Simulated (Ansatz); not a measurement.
MoS₂: strain and displacement

```
Mo S
1.0
     1.58150    0.91308    6.12333
    -1.58150    0.91308    6.12333
     0.00000   -1.82616    6.12333
Mo S
1 2
Direct
  0.00000 0.00000 0.00000
  0.74840 0.74840 0.74840
  0.58490 0.58490 0.58490
```

Atom numbers follow the list: Mo1, S2, S3.

The geometry is COD entry 9007661, unchecked; take it as a test cell.

The calculation used DFT, PBEsol, all-electron LAPW, scalar-relativistic in Ansatz 0.2.0.

Numerical set-up: a Γ-centred 13×13×13 k mesh, Fermi–Dirac smearing of 0.05 eV, basis error target 0.5 meV/atom, no spin polarisation.

The unchanged cell is at 4.25 GPa.

Semilocal functionals give too small gaps.

x, y and z are the Cartesian axes of the cell as listed; fractional coordinates follow a strain, and an engineering shear is twice the off-diagonal strain component.

(1) One change gave: energy change +20 meV/atom; stress change (xx, yy, zz, yz, xz, xy) 0.42, 0.60, 0.44, -4.48, -4.52, -2.60 GPa, compression positive; change of the force on S2 (-0.571, -0.464, 0.090) eV/Å; gap on the k mesh 0.73 → 0.69 eV. Which change was it?
A. equal xy, yz and zx engineering shear strains of -2 %
B. equal xy, yz and zx engineering shear strains of +2 %
C. equal xy, yz and zx engineering shear strains of +3 %
D. equal xy, yz and zx engineering shear strains of -1 %
E. equal xy, yz and zx engineering shear strains of +1 %
F. equal xy, yz and zx engineering shear strains of -3 %

Results:

(1) C. For equal xy, yz and zx engineering shear strains of -3 %: energy change +21 meV/atom; stress change (xx, yy, zz, yz, xz, xy) 0.55, 0.50, 0.46, 4.73, 4.81, 2.83 GPa, compression positive; change of the force on S2 (0.675, 0.514, 0.096) eV/Å; gap on the k mesh 0.73 → 0.69 eV. For equal xy, yz and zx engineering shear strains of -1 %: energy change +2 meV/atom; stress change (xx, yy, zz, yz, xz, xy) 0.07, 0.04, 0.05, 1.55, 1.57, 0.92 GPa, compression positive; change of the force on S2 (0.212, 0.165, 0.010) eV/Å; gap on the k mesh 0.73 → 0.72 eV. For equal xy, yz and zx engineering shear strains of +2 %: energy change +9 meV/atom; stress change (xx, yy, zz, yz, xz, xy) 0.18, 0.28, 0.20, -3.02, -3.04, -1.76 GPa, compression positive; change of the force on S2 (-0.391, -0.314, 0.040) eV/Å; gap on the k mesh 0.73 → 0.70 eV. For equal xy, yz and zx engineering shear strains of -2 %: energy change +9 meV/atom; stress change (xx, yy, zz, yz, xz, xy) 0.26, 0.21, 0.20, 3.13, 3.17, 1.86 GPa, compression positive; change of the force on S2 (0.437, 0.337, 0.042) eV/Å; gap on the k mesh 0.73 → 0.70 eV. For equal xy, yz and zx engineering shear strains of +1 %: energy change +2 meV/atom; stress change (xx, yy, zz, yz, xz, xy) 0.04, 0.08, 0.05, -1.52, -1.54, -0.89 GPa, compression positive; change of the force on S2 (-0.201, -0.160, 0.010) eV/Å; gap on the k mesh 0.73 → 0.72 eV.
